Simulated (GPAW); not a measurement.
# GaAs (F-43m) in GPAW: dielectric tensor with LDA

Aim: the dielectric tensor of GaAs with LDA.

Everything below comes from runs of GPAW 26.7.0. Logs are shortened: lines on timing, memory, paths and dates and some standing lists are left out, and cuts for length are marked. The log counts tension as positive stress, the text compression.

**What was measured.**

A printed reference work, textbook reports, for a bulk crystal of GaAs at 300 K: high-frequency dielectric constant 10.89.

The results are compared with them further down.

### Step 1. The crystal as given

Symmetry: F-43m, No. 216, cubic system. The conventional cell has a = 5.654 Å, b = 5.654 Å, c = 5.654 Å, α = 90.00°, β = 90.00°, γ = 90.00°. Around As (site symmetry -43m) lie 4 Ga at 2.45 Å. Ga (site symmetry -43m) is surrounded by 4 As at 2.45 Å.

### Step 2. Dielectric tensor, LDA

File run.py:

```python
import numpy as np
from ase import Atoms
from ase.dft.bandgap import bandgap
from ase.io import write
from gpaw import GPAW, PW
from gpaw.response.df import DielectricFunction

atoms = Atoms(['As', 'Ga'],
              cell=[[0.0, 2.82685, 2.82685],
                    [2.82685, 0.0, 2.82685],
                    [2.82685, 2.82685, 0.0]],
              scaled_positions=[[0.75, 0.75, 0.75],
                                [0.0, 0.0, 0.0]],
              pbc=True)

calc = GPAW(mode=PW(450),
            xc='LDA',
            kpts={'size': (7, 7, 7), 'gamma': True},
            occupations={'name': 'fermi-dirac', 'width': 0.001},
            nbands=11,
            convergence={'density': 1e-06},
            maxiter=150,
            txt='gpaw.txt')
atoms.calc = calc
energy = atoms.get_potential_energy()
calc.write('gs.gpw')
write('result.traj', atoms)
print(f'Energy: {energy:.6f} eV')
print('Fermi level:', round(calc.get_fermi_level(), 4), 'eV')
print(f'Gap: {bandgap(calc)[0]:.4f} eV, direct: {bandgap(calc, direct=True)[0]:.4f} eV')

for size in [(15, 15, 15), (21, 21, 21)]:
    name = 'x'.join(str(n) for n in size)
    dense = calc.fixed_density(kpts={'size': size, 'gamma': True},
                               nbands=30, convergence={'bands': 24, 'eigenstates': 1e-7},
                               update_fermi_level=True, txt=f'dense-{name}.txt')
    dense.write(f'{name}.gpw', mode='all')
    df = DielectricFunction(f'{name}.gpw', frequencies=np.array([0.0]), hilbert=False, eta=0.001,
                            ecut=80, nbands=24, intraband=False, txt=f'df-{name}.txt')
    for xc in ['RPA', 'LR0.2', 'ALDA_X']:
        for direction in ['x', 'y', 'z', [0, 1, 1], [1, 0, 1], [1, 1, 0]]:
            e0, e = df.get_macroscopic_dielectric_constant(xc=xc, direction=direction)
            print(f'{name} {xc} {direction}: {e0:.4f} without, {e:.4f} with local fields')
```

Potentials or basis: the program's PAW data sets (release 1.2.1) made for this functional, pw.

Launch:

```bash
$ OMP_NUM_THREADS=1 python run.py
```

gpaw.txt:

```text
__  _  _
 | _ |_)|_||  |
 |__||  | ||/\| - 26.7.0

Input parameters:
  mode=PW(ecut=450.00000000000006),
  convergence={'density': 1e-06},
  kpts=MonkhorstPack(size=(7, 7, 7), gamma=True),
  maxiter=150,
  nbands=11,
  occupations=Occupations(name='fermi-dirac', width=0.001),
  xc=XC(name='LDA')

Diagonalizing LCAO Hamiltonian
Converting LCAO to pw mode

                    As

       Ga

Atoms  # Å, Bohr magnetons
|   | symbol |        x |        y |        z |    initial magnetic moments |
|---|--------|----------|----------|----------|-----------------------------|
| 0 |     As | 4.240275 | 4.240275 | 4.240275 | ( 0.0000,  0.0000,  0.0000) |
| 1 |     Ga | 0.000000 | 0.000000 | 0.000000 | ( 0.0000,  0.0000,  0.0000) |

Unit cell  # Å
| periodic |        x |        y |        z |  lengths |    angles |
|----------|----------|----------|----------|----------|-----------|
|      yes | 0.000000 | 2.826850 | 2.826850 | 3.997770 | 60.000000 |
|      yes | 2.826850 | 0.000000 | 2.826850 | 3.997770 | 60.000000 |
|      yes | 2.826850 | 2.826850 | 0.000000 | 3.997770 | 60.000000 |

Number of symmetries: 24
Symmetry operations  # r_c * U_cc + t_c -> r_c
|    | kind |            matrix            |
|----|------|------------------------------|
|  0 |  E   |  1, 0, 0,  0, 1, 0,  0, 0, 1 |
|  1 |  σ   |  1, 0, 0,  0, 0, 1,  0, 1, 0 |
|  2 |  σ   |  1, 0,-1,  0, 1,-1,  0, 0,-1 |
|  3 |  C3  |  1, 0,-1,  0, 0,-1,  0, 1,-1 |
|  4 |  C3  |  1,-1, 0,  0,-1, 1,  0,-1, 0 |
|  5 |  σ   |  1,-1, 0,  0,-1, 0,  0,-1, 1 |
|  6 |  σ   |  0, 1, 0,  1, 0, 0,  0, 0, 1 |
|  7 |  C3  |  0, 1, 0,  0, 0, 1,  1, 0, 0 |
|  8 |  C2  |  0, 1,-1,  1, 0,-1,  0, 0,-1 |
|  9 |  S4  |  0, 1,-1,  0, 0,-1,  1, 0,-1 |
| 10 |  C3  |  0, 0, 1,  1, 0, 0,  0, 1, 0 |
| 11 |  σ   |  0, 0, 1,  0, 1, 0,  1, 0, 0 |
| 12 |  S4  |  0, 0,-1,  1, 0,-1,  0, 1,-1 |
| 13 |  C3  |  0, 0,-1,  0, 1,-1,  1, 0,-1 |
| 14 |  S4  |  0,-1, 1,  1,-1, 0,  0,-1, 0 |
| 15 |  C2  |  0,-1, 1,  0,-1, 0,  1,-1, 0 |
| 16 |  C3  |  0,-1, 0,  1,-1, 0,  0,-1, 1 |
| 17 |  S4  |  0,-1, 0,  0,-1, 1,  1,-1, 0 |
| 18 |  S4  | -1, 1, 0, -1, 0, 1, -1, 0, 0 |
| 19 |  C3  | -1, 1, 0, -1, 0, 0, -1, 0, 1 |
| 20 |  C3  | -1, 0, 1, -1, 1, 0, -1, 0, 0 |
| 21 |  S4  | -1, 0, 1, -1, 0, 0, -1, 1, 0 |
| 22 |  σ   | -1, 0, 0, -1, 1, 0, -1, 0, 1 |
| 23 |  C2  | -1, 0, 0, -1, 0, 1, -1, 1, 0 |

BZ-sampling:
  Number of BZ points: 343
  Number of IBZ points: 20

  Monkhorst-Pack size: [7, 7, 7]
  Monkhorst-Pack shift: [0, 0, 0]

K-points  # in reciprocal-cell coordinates
|     |                                coordinates |     weight |
|-----|--------------------------------------------|------------|
|   0 | (  0.00000000,   0.00000000,   0.00000000) | 0.00291545 |
|   1 | (  0.14285714,   0.14285714,   0.00000000) | 0.01749271 |
|   2 | (  0.14285714,   0.14285714,   0.14285714) | 0.02332362 |
|   3 | (  0.28571429,   0.14285714,   0.14285714) | 0.03498542 |
|   4 | (  0.28571429,   0.28571429,   0.00000000) | 0.01749271 |
|   5 | (  0.28571429,   0.28571429,   0.14285714) | 0.06997085 |
|   6 | (  0.28571429,   0.28571429,   0.28571429) | 0.02332362 |
|   7 | (  0.42857143,  -0.28571429,  -0.28571429) | 0.03498542 |
|   8 | (  0.42857143,   0.28571429,  -0.42857143) | 0.13994169 |
|   9 | (  0.42857143,   0.28571429,  -0.28571429) | 0.06997085 |
| ... |                                            |            |
|  19 | (  0.42857143,   0.42857143,   0.42857143) | 0.02332362 |

Plane wave coefficients: 990
Cutoff: 450.00000000000006 eV

Spin-components: 1 (collinear spins)
Bands:           11
Projectors:      10
Spin-degeneracy: 2
Datatype:        complex128

Parallelization:
  kpt:    1
  domain: 1
  band:   1

Density:
  Valence electrons: 8.0
  Components: 1
  Grid points: [20 20 20]
  Charge: 0.0  # |e|

Potential:
  Grid points: [20 20 20]

species:
  As:
    name:    Arsenic
    Z:       33.0
    valence: 5
    core:    28
    charge:  0.0  # [|e|]
    compensation charges:
      type: gauss
      rc: 0.33  # [Å]
      lmax: 2
    cutoffs:
      filter: 1.87  # [Å]
      core: 2.96  # [Å]
    projectors
    | kind |    occ | energy [eV] | rcut [Å] |
    |------|--------|-------------|----------|
    |   4s |  2.000 |     -14.691 |    1.058 |
    |   4p |  3.000 |      -5.342 |    1.058 |
    |    s |        |      12.520 |    1.058 |
    |    p |        |      21.869 |    1.058 |
    |    d |        |       0.000 |    1.058 |

    Using partial waves for As as LCAO basis

  Ga:
    name:    Gallium
    Z:       31.0
    valence: 3
    core:    28
    charge:  0.0  # [|e|]
    compensation charges:
      type: gauss
      rc: 0.37  # [Å]
      lmax: 2
    cutoffs:
      filter: 2.06  # [Å]
      core: 4.17  # [Å]
    projectors
    | kind |    occ | energy [eV] | rcut [Å] |
    |------|--------|-------------|----------|
    |   4s |  2.000 |      -9.167 |    1.164 |
    |   4p |  1.000 |      -2.734 |    1.164 |
    |    s |        |      18.045 |    1.164 |
    |    p |        |      24.478 |    1.164 |
    |    d |        |       0.000 |    1.164 |

    Using partial waves for Ga as LCAO basis

Reference energy: -114227.963927  # eV

eigensolver:
  PPCG
  Converge bands: occupied
  niter=2

density mixing:
  MSR1-Mixer
  Pratt-step length: 0.05
  Maximum mixing coefficient: 0.75
  Old densities: 10
  SVD Regularization: 0.005
  Good broyden scale: 1.0
  Trust region scale: 1.0
  Backstep threshold: 4.0
  History deletion threshold: 6.0
  Fourier metric: weight=20.0, sigma=0.015

occupation numbers:
  Fermi-Dirac:
    width: 0.0010  # eV

poisson solver:
  ecut: 3600.0000000000005  # eV

xc functional:
  name: None

convergence criteria:
- Maximum integral of absolute [dens]ity change: 1e-06 electrons / valence electron
- Maximum [total energy] change in last 3 cyles: 0.0005 eV / valence electron
- Maximum integral of absolute [eigenst]ate change: 4e-08 eV^2 / valence electron
maximum number of iterations: 150

SCF iterations
|iter     | |      energy | eigst |  dens |
|---------|-|-------------|-------|-------|
|iter:   1| |   -9.741669 | -0.65 |       |
|iter:   2| |   -9.719476 | -3.03 | -0.90 |
|iter:   3| |   -9.604892 | -2.32 | -0.93 |
|iter:   4| |   -9.602801 | -3.82 | -1.55 |
|iter:   5| |   -9.602634c| -4.97 | -2.11 |
|iter:   6| |   -9.602630c| -6.06 | -2.88 |
|iter:   7| |   -9.602630c| -7.76c| -3.62 |
|iter:   8| |   -9.602630c| -7.96c| -4.08 |
|iter:   9| |   -9.602630c| -8.95c| -5.54 |
|iter:  10| |   -9.602630c| -9.66c| -6.01c|

Converged in 10 steps
Energy contributions relative to reference atoms: (reference = -114227.963927)

Energy contributions:
  Kinetic:          26.342306
  Coulomb:         -23.510934
  Zero:              0.020479
  External:          0.000000
  Xc:              -12.454482
  Entropy:          -0.000000
  Spinorbit:         0.000000
  ----------------------------
  Free energy:      -9.602630
  Extrapolated:     -9.602630

dipole moment: (-11.033560, -11.033560, -11.033560)  # |e|*Ang

Fermi level: 4.647
Eigenvalues  # (at kpt = [0.000, 0.000, 0.000])
| band index |      eig [eV] | occ [0-2] |
|------------|---------------|-----------|
|          0 |        -8.140 |     2.000 |
|          1 |         4.613 |     2.000 |
|          2 |         4.613 |     2.000 |
|          3 |         4.613 |     2.000 |
|          4 |         4.975 |     0.000 |
|          5 |         8.336 |     0.000 |
|          6 |         8.336 |     0.000 |
|          7 |         8.336 |     0.000 |
|          8 |        12.022 |     0.000 |
|          9 |        14.770 |     0.000 |
|         10 |        14.770 |     0.000 |

Gap: 0.361 eV
Transition (v -> c):
  (s=0, k=0, n=3, [0.00, 0.00, 0.00]) -> (s=0, k=0, n=4, [0.00, 0.00, 0.00])
No difference between direct/indirect transitions
# Writing to gs.gpw (mode='')
```

Run time: 2.7 min. Hardware: 1 thread of Arm Neoverse V2, shared host; peak memory 0.96 GiB.

Results:

* Free energy: -9.6026 eV
* Band gap on the k mesh: 0.36 eV, direct
* Electronic dielectric tensor (diagonal): 15.47

Electronic dielectric tensor:
```
15.47  0.00  0.00
 0.00 15.47  0.00
 0.00  0.00 15.47
```

Caveat: the dielectric constant isn't converged in the k mesh; the gap is small at this level, which inflates the dielectric constant; the long-wavelength limit can be off by a per cent or two; an odd mesh through Γ misses points on the zone boundary, where band edges often lie.

### Step 3. Comparison with measurements

Step 2. The gap isn't set beside the deposited one, since this odd mesh misses points on the zone boundary. Against the measured high-frequency dielectric constant of GaAs, 10.89 (300 K; a printed reference work, textbook), the calculated 15.47 is off by +42.0 %. So large a miss can be the level of theory's own, or it may mean another phase, state or a wrong row.
